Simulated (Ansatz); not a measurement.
# Structure types of Rb compared at 1 GPa

Structure types of Rb are relaxed in primitive cells with their symmetry kept at 1 GPa, on PAW files; LAPW relaxes the small cells further and takes the PAW cell for the others (marked *). The enthalpy is E + pV at zero temperature, without zero-point motion. Only the types listed were tried, and differences under about 5 meV/atom are mesh noise. The real phase may be another.

Computed with Ansatz 0.2.0; functional PBE, scalar-relativistic. Settings: Fermi–Dirac smearing of 0.08 eV, no spin polarisation. Methods: LAPW: all electrons, basis error target 0.5 meV/atom; PAW: frozen-core files, cutoff 420 eV.

k meshes: fcc 10×10×10, bcc 10×10×10, hcp 10×10×5, omega 5×5×7, dhcp 8×8×2, sc 9×9×9.

| start type | ends as | a, b, c (Å) | V (Å³/atom) | H − H(lowest), LAPW (meV/atom) |
| --- | --- | --- | --- | --- |
| fcc | fcc, Fm-3m | 6.617, 6.617, 6.617 | 72.44 | 0.5 |
| bcc | bcc, Im-3m | 5.252, 5.252, 5.252 | 72.44 | 2.5 |
| hcp | hcp, P6_3/mmc | 4.692, 4.692, 7.600 | 72.44 | 0.2 |
| omega | omega, P6/mmm | 7.493, 7.493, 4.465 | 72.37 | 6.5 |
| dhcp* | dhcp, P6_3/mmc | 4.687, 4.687, 15.232 | 72.44 | 0.0 |
| sc | sc, Pm-3m | 4.220, 4.220, 4.220 | 75.16 | ? |

What belongs in the row "sc", column "H − H(lowest), LAPW (meV/atom)"?

124.1.
